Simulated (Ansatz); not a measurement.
**AlNi3 in Ansatz: the effect of functional**

The system is AlNi3.

```
CELL_PARAMETERS angstrom
3.56942 0.00000 0.00000
0.00000 3.56942 0.00000
0.00000 0.00000 3.56942
ATOMIC_POSITIONS crystal
Ni 0.50000 0.50000 0.00000
Ni 0.50000 0.00000 0.50000
Ni 0.00000 0.50000 0.50000
Al 0.00000 0.00000 0.00000
```

The cell is a database's computed one.

The cell isn't the ideal one: volume scaled by 1.04.

Alike in all runs:

```yaml
Program: Ansatz 0.2.0
Task: single point
Potentials_or_basis: Ansatz PAW
k_mesh: 8 × 8 × 8
Occupations: fermi-dirac, width 0.05 eV
Spin: collinear spin, ferromagnetic start
Starting_moments: "[1.0, 1.0, 1.0, 0.0] μB"
```

```tsv
functional	cutoff	pressure (GPa)	moment (μB)
LDA	420 eV (not typed: the program's choice for these potentials)	-14.1	0.55
PBEsol	420 eV (not typed: the program's choice for these potentials)	?	?
r2SCAN	500 eV (not typed: the program's choice for these potentials)	-6.8	0.89
```

Question: What does the run with functional PBEsol give?

Answer: Pressure -7.8 GPa; moment 0.70 μB.

Caveats: the PAW data sets come from PBE, with cores solved anew for the run's functional, which leaves a small shift of forces and pressure; the magnetic or orbital state may not be the lowest (some runs).
